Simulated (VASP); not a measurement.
# Sn3O (Pm-3m) in VASP: further runs

Runs on Sn3O. Level: r2SCAN. Tasks: single point.

Program: VASP 6.6.1. These are calculated values, not measurements. Logs are shortened: lines on timing, memory, paths and dates and some standing lists are left out, and cuts for length are marked.

## (1) Starting point

It takes space group Pm-3m (No. 221, cubic). Conventional cell: a = 4.416 Å, b = 4.416 Å, c = 4.416 Å, α = 90.00°, β = 90.00°, γ = 90.00°. Sn (site symmetry 4/mmm) is surrounded by 8 Sn at 3.12 Å and 4 O at 3.12 Å. Around O (site symmetry m-3m) lie 12 Sn at 3.12 Å.

The cell was built by a generator and needn't be a form met in nature.

## (2) Single point, r2SCAN

POSCAR reads:

```
Sn3O
1.0
    4.4159572113      0.0000000000      0.0000000000
    0.0000000000      4.4159572113      0.0000000000
    0.0000000000      0.0000000000      4.4159572113
Sn O
3 1
Direct
    0.0000000000      0.5000000000      0.5000000000
    0.5000000000      0.0000000000      0.5000000000
    0.5000000000      0.5000000000      0.0000000000
    0.0000000000      0.0000000000      0.0000000000
```

INCAR.step1 reads:

```
ALGO = Normal ; EDIFF = 1E-4
ENCUT = 520 ; GGA = PE
ISMEAR = 0 ; LASPH = True
LCHARG = False ; LREAL = False
LWAVE = True ; NBANDS = 32
NELM = 100 ; PREC = Accurate
SIGMA = 0.1
```

INCAR.step2 reads:

```
ALGO = Normal ; EDIFF = 1E-6
ENCUT = 520 ; ISIF = 2
ISMEAR = 0 ; ISTART = 1
LASPH = True ; LCHARG = False
LMIXTAU = True ; LREAL = False
LWAVE = False ; METAGGA = R2SCAN
NBANDS = 32 ; NELM = 100
PREC = Accurate ; SIGMA = 0.1
```

KPOINTS reads:

```
k-points
0
Gamma
  10 10 10
```

Potentials or basis: VASP PAW PBE potentials, release 64 (Sn_d, O).

Run with:

```sh
> cat potpaw_PBE.64/Sn_d/POTCAR potpaw_PBE.64/O/POTCAR > POTCAR
> cp INCAR.step1 INCAR
> mpirun -np 1 vasp_std > vasp.out
> cp INCAR.step2 INCAR
> mpirun -np 1 vasp_std > vasp.out
```

OUTCAR:

```text
EDIFF = 1E-6
   ENCUT = 520
   ISIF = 2
   ISMEAR = 0
   ISTART = 1
   LASPH = True
   LREAL = False
   METAGGA = R2SCAN
   NELM = 100
   PREC = Accurate

 ion  position               nearest neighbor table
   1  0.000  0.500  0.500-   2 3.12   3 3.12   3 3.12   2 3.12   2 3.12   3 3.12   3 3.12   2 3.12

   2  0.500  0.000  0.500-   1 3.12   3 3.12   3 3.12   1 3.12   3 3.12   3 3.12   1 3.12   1 3.12

   3  0.500  0.500  0.000-   1 3.12   2 3.12   1 3.12   2 3.12   2 3.12   2 3.12   1 3.12   1 3.12

   4  0.000  0.000  0.000-

  LATTYP: Found a simple cubic cell.
 ALAT       =     4.4159572113

  Lattice vectors:

 A1 = (   4.4159572113,   0.0000000000,   0.0000000000)
 A2 = (   0.0000000000,   4.4159572113,   0.0000000000)
 A3 = (   0.0000000000,   0.0000000000,   4.4159572113)

Analysis of symmetry for initial positions (statically):
=====================================================================
 Subroutine PRICEL returns:
 Original cell was already a primitive cell.

 Routine SETGRP: Setting up the symmetry group for a
 simple cubic supercell.

 Subroutine GETGRP returns: Found 48 space group operations
 (whereof 48 operations were pure point group operations)
 out of a pool of 48 trial point group operations.

The static configuration has the point symmetry O_h .

Analysis of symmetry for dynamics (positions and initial velocities):
=====================================================================
 Subroutine PRICEL returns:
 Original cell was already a primitive cell.

 Routine SETGRP: Setting up the symmetry group for a
 simple cubic supercell.

 Subroutine GETGRP returns: Found 48 space group operations
 (whereof 48 operations were pure point group operations)
 out of a pool of 48 trial point group operations.

The dynamic configuration has the point symmetry O_h .

 Subroutine INISYM returns: Found 48 space group operations
 (whereof 48 operations are pure point group operations),
 and found     1 'primitive' translations

----------------------------------------------------------------------------------------

                                     Primitive cell

  volume of cell :      86.1142

  direct lattice vectors                    reciprocal lattice vectors
     4.415957211  0.000000000  0.000000000     0.226451470  0.000000000  0.000000000
     0.000000000  4.415957211  0.000000000     0.000000000  0.226451470  0.000000000
     0.000000000  0.000000000  4.415957211     0.000000000  0.000000000  0.226451470

  length of vectors
     4.415957211  4.415957211  4.415957211     0.226451470  0.226451470  0.226451470

  position of ions in fractional coordinates (direct lattice)
     0.000000000  0.500000000  0.500000000
     0.500000000  0.000000000  0.500000000
     0.500000000  0.500000000  0.000000000
     0.000000000  0.000000000  0.000000000

  ion indices of the primitive-cell ions
   primitive index   ion index
                 1           1
                 2           2
                 3           3
                 4           4

----------------------------------------------------------------------------------------

 KPOINTS: k-points

Automatic generation of k-mesh.
 Grid dimensions read from file:
 generate k-points for:   10   10   10

 Generating k-lattice:

  Cartesian coordinates                     Fractional coordinates (reciprocal lattice)
     0.022645147  0.000000000  0.000000000     0.100000000  0.000000000  0.000000000
     0.000000000  0.022645147  0.000000000     0.000000000  0.100000000  0.000000000
     0.000000000  0.000000000  0.022645147     0.000000000  0.000000000  0.100000000

  Length of vectors
     0.022645147  0.022645147  0.022645147

  Shift w.r.t. Gamma in fractional coordinates (k-lattice)
     0.000000000  0.000000000  0.000000000

 Subroutine IBZKPT returns following result:
 ===========================================

 Found     56 irreducible k-points:

 Following reciprocal coordinates:
            Coordinates               Weight
  0.000000  0.000000  0.000000      1.000000
  0.100000  0.000000  0.000000      6.000000
  0.200000  0.000000  0.000000      6.000000
  0.300000  0.000000  0.000000      6.000000
  0.400000  0.000000  0.000000      6.000000
  0.500000  0.000000  0.000000      3.000000
[... 16 lines left out ...]
  0.200000  0.100000  0.100000     24.000000
  0.300000  0.100000  0.100000     24.000000
 [... further k-points ...]
   k-points           NKPTS =     56   k-points in BZ     NKDIM =     56   number of bands    NBANDS=     32
   number of dos      NEDOS =    301   number of ions     NIONS =      4
   total plane-waves  NPLWV =  46656
   dimension x,y,z NGX =    36 NGY =   36 NGZ =   36
   dimension x,y,z NGXF=    72 NGYF=   72 NGZF=   72
   ions per type =               3   1
   NGX,Y,Z   is equivalent  to a cutoff of  13.55, 13.55, 13.55 a.u.
   NGXF,Y,Z  is equivalent  to a cutoff of  27.11, 27.11, 27.11 a.u.
 SYSTEM =  unknown system
   PREC   = accura    normal or accurate (medium, high low for compatibility)
   ISTART =      1    job   : 0-new  1-cont  2-samecut
   ICHARG =      0    charge: 1-file 2-atom 10-const
   ISPIN  =      1    spin polarized calculation?
   LNONCOLLINEAR =      F non collinear calculations
   LSORBIT =      F    spin-orbit coupling
   LASPH  =      T    aspherical Exc in radial PAW
   ENCUT  =  520.0 eV  38.22 Ry    6.18 a.u.   8.21  8.21  8.21*2*pi/ulx,y,z
   NELM   =    100;   NELMIN=  2; NELMDL=  0     # of ELM steps
   EDIFF  = 0.1E-05   stopping-criterion for ELM
   LREAL  =      F    real-space projection
   EDIFFG = 0.1E-04   stopping-criterion for IOM
   NSW    =      0    number of steps for IOM
   IBRION =     -1    ionic relax: 0-MD 1-quasi-New 2-CG
   NFREE  =      0    steps in history (QN), initial steepest desc. (CG)
   ISIF   =      2    stress and relaxation
   ISYM   =      2    0-nonsym 1-usesym 2-fastsym
   POTIM  = 0.5000    time-step for ionic-motion
   TEBEG  =    0.0;   TEEND  =   0.0 temperature during run
   PSTRESS=    0.0 pullay stress
   NELECT =      48.0000    total number of electrons
   NUPDOWN=      -1.0000    fix difference up-down
   EMIN   =  10.00;   EMAX   =-10.00  energy-range for DOS
   EFERMI =   0.00;   METHOD = LEGACY
   ISMEAR =     0;   SIGMA  =   0.10  broadening in eV -4-tet -1-fermi 0-gaus
   EFERMI_NEDOS =   21; number of points for ismear=-14 and -15
   IALGO  =     38    algorithm
   IMIX   =      4    mixing-type and parameters
     AMIX     =   0.40;   BMIX     =  1.00
     AMIX_MAG =   1.60;   BMIX_MAG =  1.00
  volume/ion in A,a.u.               =      21.53       145.28
  Fermi-wavevector in a.u.,A,eV,Ry     =   1.347298  2.546024 24.697464  1.815212
  Thomas-Fermi vector in A             =   2.475060
   LORBIT       =      0    0 simple, 1 ext, 2 COOP (PROOUT), +10 PAW based schemes
   METAGGA = R2SCAN    functional components
   LHFCALC =     F    Hartree Fock is set to
   AEXX    =    0.0000 exact exchange contribution
   IVDW    =     0    specifies the selected vdW correction
   LEPSILON=     F    determine dielectric tensor
   LRPA    =     F    only Hartree local field effects (RPA)
 non-spin polarized calculation
 Gauss-broadening in eV      SIGMA  =   0.10
  energy-cutoff  :      520.00
  volume of cell :       86.11
 maximum number of plane-waves:      2360
 NGX is ok and might be reduce to    36
   NGX = 17   NGY = 17   NGZ = 17

 number of electron      47.9999969 magnetization

 Free energy of the ion-electron system (eV)
  ---------------------------------------------------
  ext. energy  EPLUGINS =         0.00000000
  ---------------------------------------------------
  free energy    TOTEN  =       -78.95771027 eV

  energy without entropy =      -78.94485521  energy(sigma->0) =      -78.95128274

 E-fermi :   7.8850     XC(G=0): -11.3980

 val. band max:        7.8751702620   @ k =   0.4000   0.2000   0.0000
 cond. band min:       7.8908927387   @ k =   0.4000   0.3000   0.0000
 fundamental gap:      0.0157224767
 Fermi energy:         7.8849986506

 k-point     1 :       0.0000    0.0000    0.0000
  band No.  band energies     occupation
      1     -14.8534      2.00000
      2     -14.8534      2.00000
      3     -14.8534      2.00000
      4     -14.7891      2.00000
      5     -14.7391      2.00000
      6     -14.7391      2.00000
[... 24 lines left out ...]
     31      15.4523      0.00000
     32      15.4523      0.00000

 k-point     2 :       0.1000    0.0000    0.0000
  band No.  band energies     occupation
      1     -14.8517      2.00000
      2     -14.8427      2.00000
      3     -14.8427      2.00000
      4     -14.7815      2.00000
      5     -14.7382      2.00000
      6     -14.7330      2.00000
[... 24 lines left out ...]
     31      14.8922      0.00000
     32      15.0113      0.00000

 k-point     3 :       0.2000    0.0000    0.0000
  band No.  band energies     occupation
      1     -14.8474      2.00000
      2     -14.8117      2.00000
      3     -14.8117      2.00000
      4     -14.7602      2.00000
      5     -14.7355      2.00000
      6     -14.7155      2.00000
[... 24 lines left out ...]
     31      14.3920      0.00000
     32      14.3920      0.00000

 k-point     4 :       0.3000    0.0000    0.0000
  band No.  band energies     occupation
      1     -14.8418      2.00000
      2     -14.7632      2.00000
      3     -14.7632      2.00000
      4     -14.7363      2.00000
      5     -14.7249      2.00000
      6     -14.6897      2.00000
[... 24 lines left out ...]
     31      14.0272      0.00000
     32      14.5115      0.00000

 k-point     5 :       0.4000    0.0000    0.0000
  band No.  band energies     occupation
      1     -14.8371      2.00000
      2     -14.7320      2.00000
      3     -14.7030      2.00000
      4     -14.7030      2.00000
      5     -14.6931      2.00000
      6     -14.6620      2.00000
[... 584 lines left out ...]
     31      16.4315      0.00000
     32      17.6893      0.00000

 k-point    22 :       0.1000    0.1000    0.1000
  band No.  band energies     occupation
      1     -14.8386      2.00000
      2     -14.8292      2.00000
      3     -14.8292      2.00000
      4     -14.7656      2.00000
      5     -14.7276      2.00000
      6     -14.7276      2.00000
[... 24 lines left out ...]
     31      15.1094      0.00000
     32      15.1094      0.00000

 k-point    23 :       0.2000    0.1000    0.1000
  band No.  band energies     occupation
      1     -14.8311      2.00000
      2     -14.8071      2.00000
      3     -14.8039      2.00000
      4     -14.7428      2.00000
      5     -14.7240      2.00000
      6     -14.7073      2.00000
[... 24 lines left out ...]
     31      14.6230      0.00000
     32      14.8833      0.00000

 k-point    24 :       0.3000    0.1000    0.1000
  band No.  band energies     occupation
      1     -14.8246      2.00000
      2     -14.7709      2.00000
      3     -14.7646      2.00000
      4     -14.7174      2.00000
      5     -14.7092      2.00000
      6     -14.6771      2.00000
[... 24 lines left out ...]
     31      14.2141      0.00000
     32      14.8336      0.00000

 [... further k-points ...]
[... 5 lines left out ...]
  --------------------------------------------------------------------------------------
  -------------------------------------------------------------------------------------
  Total       -0.0106681     -0.0106681     -0.0106681      0.0000000      0.0000000     -0.0000000
  in kB       -0.1984828     -0.1984828     -0.1984828      0.0000000      0.0000000     -0.0000000
  external PRESSURE =      -0.1984828 kB  Pullay stress =       0.0000000 kB

 VOLUME and BASIS-vectors are now :
 -----------------------------------------------------------------------------
  energy-cutoff  :      520.00
  volume of cell :       86.11
      direct lattice vectors                 reciprocal lattice vectors
     4.415957211  0.000000000  0.000000000     0.226451470  0.000000000  0.000000000
     0.000000000  4.415957211  0.000000000     0.000000000  0.226451470  0.000000000
     0.000000000  0.000000000  4.415957211     0.000000000  0.000000000  0.226451470

 POSITION                                       TOTAL-FORCE (eV/Angst)
 -----------------------------------------------------------------------------------
      0.00000      2.20798      2.20798         0.000000      0.000000      0.000000
      2.20798      0.00000      2.20798         0.000000      0.000000      0.000000
      2.20798      2.20798      0.00000         0.000000      0.000000      0.000000
      0.00000      0.00000      0.00000         0.000000      0.000000      0.000000
 -----------------------------------------------------------------------------------
    total drift:                                0.000000      0.000000      0.000000

  FREE ENERGIE OF THE ION-ELECTRON SYSTEM (eV)
  ---------------------------------------------------
  free  energy   TOTEN  =       -78.9577102659 eV

  energy  without entropy=      -78.9448552057  energy(sigma->0) =      -78.95128274
```

Wall time 6.6 min (1 thread of AMD EPYC 9R45 (Zen 5), shared host); peak memory 0.26 GiB.

Results:

| Quantity | Value |
| --- | --- |
| Free energy | -78.9577 eV |
| Pressure | 0.0 GPa |
| Band gap on the k mesh | none (metal or under the smearing width) |

Caveat: the PAW data sets were made with another functional, which shifts forces and pressure a little.

## (3) Single point, r2SCAN

This run uses another cell than the first one, of 20.70 Å³/atom, 0.961 times its volume.

POSCAR reads:

```
Sn3O
1.0
    4.3583392105      0.0000000000      0.0000000000
    0.0000000000      4.3583392105      0.0000000000
    0.0000000000      0.0000000000      4.3583392105
Sn O
3 1
Direct
    0.0000000000      0.5000000000      0.5000000000
    0.5000000000      0.0000000000      0.5000000000
    0.5000000000      0.5000000000      0.0000000000
    0.0000000000      0.0000000000      0.0000000000
```

INCAR.step1 reads:

```
PREC     = Accurate       # precision mode
ENCUT    = 520            # plane-wave cutoff, eV
ISMEAR   = 0              # smearing method
SIGMA    = 0.1            # smearing width, eV
LREAL    = F              # projectors in reciprocal space
LASPH    = T              # aspherical terms in the spheres
NELM     = 100            # most SCF steps
NBANDS   = 32             # bands
GGA      = PE             # functional
ALGO     = Normal         # electronic algorithm
EDIFF    = 1E-4           # SCF threshold, eV
LWAVE    = T              # write WAVECAR
LCHARG   = F              # write CHGCAR
```

INCAR.step2 reads:

```
PREC     = Accurate       # precision mode
ENCUT    = 520            # plane-wave cutoff, eV
EDIFF    = 1E-7           # SCF threshold, eV
ISMEAR   = 0              # smearing method
SIGMA    = 0.1            # smearing width, eV
LREAL    = F              # projectors in reciprocal space
LASPH    = T              # aspherical terms in the spheres
NELM     = 100            # most SCF steps
ALGO     = Normal         # electronic algorithm
ISIF     = 2              # what is computed and relaxed
LWAVE    = F              # write WAVECAR
LCHARG   = F              # write CHGCAR
METAGGA  = R2SCAN         # meta-GGA
LMIXTAU  = T            
NBANDS   = 32             # bands
ISTART   = 1
```

KPOINTS reads:

```
regular mesh
0
Gamma
  4 4 4
```

Potentials or basis: VASP PAW PBE potentials, release 64 (Sn_d, O).

Run with:

```sh
> cat potpaw_PBE.64/Sn_d/POTCAR potpaw_PBE.64/O/POTCAR > POTCAR
> cp INCAR.step1 INCAR
> mpirun -np 1 vasp_std > vasp.out
> cp INCAR.step2 INCAR
> mpirun -np 1 vasp_std > vasp.out
```

It took 64 s on 1 thread of AMD EPYC 9R45 (Zen 5), shared host; peak memory 0.16 GiB.

The run converged. Its results:

```
Free energy            : -79.0215 eV
Pressure               : 3.3 GPa
Band gap on the k mesh : none (metal or under the smearing width)
```

Levels at points of the mesh, in eV from the Fermi level:
```csv
k point,band 20,band 21,band 22,band 23,band 24,band 25,band 26,band 27,band 28,band 29
"(0.00, 0.00, 0.00)",-4.32,-3.89,-3.89,-0.99,-0.99,-0.99,3.72,3.72,3.72,4.30
"(0.50, 0.00, 0.00)",-2.94,-2.94,-2.17,-1.96,-1.96,0.90,2.00,2.00,2.32,3.74
"(0.50, 0.50, 0.00)",-3.28,-2.49,-1.90,-1.90,0.17,0.17,1.00,1.00,3.40,3.40
"(0.50, 0.50, 0.50)",-6.32,-5.06,-5.06,-5.06,0.22,0.22,0.22,6.62,8.19,8.19
```

Caveat: the k mesh is coarse (spacing up to 0.36 Å⁻¹), so the values aren't converged; the PAW data sets were made with another functional, which shifts forces and pressure a little.

## (4) Single point, r2SCAN

This run uses another cell than the first one, of 20.24 Å³/atom, 0.940 times its volume.

POSCAR reads:

```
Sn3O
1.0
    4.3412986089      0.0000000000      0.0000000000
    0.0000000000      4.3412986089      0.0000000000
    0.0000000000      0.0000000000      4.2966761184
Sn O
3 1
Direct
    0.0000000000      0.5000000000      0.5000000000
    0.5000000000      0.0000000000      0.5000000000
    0.5000000000      0.5000000000      0.0000000000
    0.0000000000      0.0000000000      0.0000000000
```

INCAR.step1 reads:

```
  PREC = Accurate
  ENCUT = 520
  ISMEAR = 0
  SIGMA = 0.1
  LREAL = False
  LASPH = True
  NELM = 100
  NBANDS = 32
  GGA = PE
  ALGO = Normal
  EDIFF = 1E-4
  LWAVE = True
  LCHARG = False
```

INCAR.step2 reads:

```
  PREC = Accurate
  ENCUT = 520
  EDIFF = 1E-6
  ISMEAR = 0
  SIGMA = 0.1
  LREAL = False
  LASPH = True
  NELM = 100
  ALGO = Normal
  ISIF = 2
  LWAVE = False
  LCHARG = False
  METAGGA = R2SCAN
  LMIXTAU = True
  NBANDS = 32
  ISTART = 1
```

KPOINTS reads:

```
Automatic mesh
0
Gamma
  4 4 4
```

Run with:

```sh
> cat potpaw_PBE.64/Sn_d/POTCAR potpaw_PBE.64/O/POTCAR > POTCAR
> cp INCAR.step1 INCAR
> mpirun -np 1 vasp_std > vasp.out
> cp INCAR.step2 INCAR
> mpirun -np 1 vasp_std > vasp.out
```

Wall time 90 s (1 thread of AMD EPYC 9R45 (Zen 5), shared host); peak memory 0.17 GiB.

Results (log left out):

```yaml
Free_energy: -78.9716 eV
Pressure: 5.3 GPa
Band_gap_on_the_k_mesh: none (metal or under the smearing width)
```

Stress tensor (GPa, compression positive):
```
5.32 0.00 0.00
0.00 5.32 0.00
0.00 0.00 5.20
```

Levels at points of the mesh, in eV from the Fermi level:
```csv
k point,band 21,band 22,band 23,band 24,band 25,band 26,band 27,band 28
"(0.00, 0.00, 0.00)",-3.95,-3.80,-1.08,-1.08,-1.06,3.73,3.73,3.76
"(0.50, 0.00, 0.00)",-3.06,-2.28,-2.12,-1.99,0.87,2.01,2.03,2.32
"(0.50, 0.50, 0.00)",-2.61,-1.95,-1.95,0.18,0.31,1.02,1.02,3.47
"(0.00, 0.00, 0.50)",-3.08,-2.30,-2.04,-2.04,0.77,1.94,1.94,2.36
"(0.50, 0.00, 0.50)",-2.62,-2.01,-1.99,0.10,0.12,0.91,0.95,3.41
"(0.50, 0.50, 0.50)",-5.25,-5.25,-5.23,0.15,0.15,0.24,6.64,8.20
```

Caveat: the k mesh is coarse (spacing up to 0.37 Å⁻¹), so the values aren't converged; the PAW data sets were made with another functional, which shifts forces and pressure a little.

## (5) The runs side by side

```csv
cell,k mesh,mesh quality,gap on the mesh (eV),pressure (GPa)
"Pm-3m, 21.53 Å³/atom",10 × 10 × 10,not flagged,none,0.0
"Pm-3m, 20.7 Å³/atom",4 × 4 × 4,coarse,none,3.3
"P4/mmm, 20.24 Å³/atom",4 × 4 × 4,coarse,none,5.3
```

Alike in all rows: task single point; level r2SCAN; potentials or basis VASP PAW PBE potentials, release 64 (Sn_d, O); no spin polarisation; cutoff (eV) 520; smearing gaussian 0.1 eV.

Caveats: some runs use coarse meshes; the PAW data sets were made with another functional, which shifts forces and pressure a little.

Absolute energies hang on the potentials; compare differences alone.
